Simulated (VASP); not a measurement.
Input of a VASP 6.6.1 run:

INCAR

```
PREC = Accurate ; ENCUT = 520
EDIFF = 1E-6 ; ISMEAR = -1
SIGMA = 0.05 ; LREAL = False
LASPH = True ; NELM = 80
ALGO = Normal ; ISIF = 2
LWAVE = False ; LCHARG = False
GGA = RP ; IVDW = 12
NBANDS = 16
```

Contents of KPOINTS:

```
Automatic mesh
0
Gamma
  7 7 7
```

Contents of POSCAR:

```
CdTe
1.0
    0.0000000000      3.1395734784      3.1395734784
    3.1395734784      0.0000000000      3.1395734784
    3.1395734784      3.1395734784      0.0000000000
Te Cd
1 1
Direct
    0.7500000000      0.7500000000      0.7500000000
    0.0000000000      0.0000000000      0.0000000000
```

Potentials or basis: VASP PAW PBE potentials, release 64 (Te, Cd).

Launch:

```bash
$ cat potpaw_PBE.64/Te/POTCAR potpaw_PBE.64/Cd/POTCAR > POTCAR
$ mpirun -np 1 vasp_std > vasp.out
```

Q: Estimate the dispersion energy per atom.

A: -1.650 eV.

Q: Predict the band gap on the k mesh.

A: 1.22 eV, direct.

Caveat: spin-orbit coupling is left out, which moves the levels of the heavy elements.

**Measured values to compare with.**

A printed reference work, data compilation reports, for a bulk crystal of CdTe at 0 K: band gap 1.607 eV.

Measured gap of CdTe: 1.607 eV (0 K; a printed reference work, data compilation). This calculation gives 1.22 eV (-0.39 eV). Spin-orbit coupling on Cd, Te is left out. The value is that of RPBE+D3(BJ), without temperature or zero-point motion. Semilocal functionals fall short of measured gaps as a rule.
